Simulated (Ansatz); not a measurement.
## PtAl2 and the effect of the functional

The structure is cubic, space group Fm-3m (No. 225). Conventional cell: a = 5.910 Å, b = 5.910 Å, c = 5.910 Å, α = 90.00°, β = 90.00°, γ = 90.00°. Pt (site symmetry m-3m) is surrounded by 8 Al at 2.56 Å. Around Al (site symmetry -43m) lie 4 Pt at 2.56 Å.

Kept alike: task equation of state; k mesh 8 × 8 × 8; occupations fermi-dirac, width 0.05 eV; no spin polarisation. Program: Ansatz, Ansatz PAW. Cutoffs run from 420 to 500 eV. The mesh is that of the run's cell of 3 atoms. No spin-orbit coupling.

| functional | volume (Å³/atom) | bulk modulus (GPa) |
| --- | --- | --- |
| LDA | 16.713 | 145.3 |
| PBE | 17.523 | 129.1 |
| PBEsol | 17.086 | 138.6 |
| r2SCAN | 17.152 | 141.5 |

For a metal such a mesh leaves the last digits unconverged. Volume and modulus come from cells scaled at fixed shape and fractions. All rows use potentials made for PBE.

The volume runs from 16.713 (LDA) to 17.523 Å³/atom (PBE). From PBE: LDA -0.810; PBEsol -0.437; r2SCAN -0.371. The bulk modulus runs from 129.1 (PBE) to 145.3 GPa (LDA). From PBE: LDA +16.2; PBEsol +9.5; r2SCAN +12.4.
